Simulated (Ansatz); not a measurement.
Mo:

```
Mo
1.0
    -1.58381    1.58381    1.58381
     1.58381   -1.58381    1.58381
     1.58381    1.58381   -1.58381
Mo
1
Direct
  0.00000 0.00000 0.00000
```

Base run:

```yaml
Program: Ansatz 0.2.0
Functional: LDA
Potentials_or_basis: all-electron LAPW, scalar-relativistic
Cutoff: 248 eV
Density_cutoff: 992 eV
Basis_error_allowed: 0.001 eV/atom
k_mesh: 12 × 12 × 12
Occupations: fermi-dirac, width 0.05 eV
Spin: no spin polarisation
```

Its results: pressure -14.1 GPa.

The run is repeated on the same cell with these changes: functional from LDA to revPBE. What comes out?

Pressure 0.6 GPa.

revPBE binds less tightly than LDA, so the same cell stands under more pressure.

Not every run made on this cell is shown here.
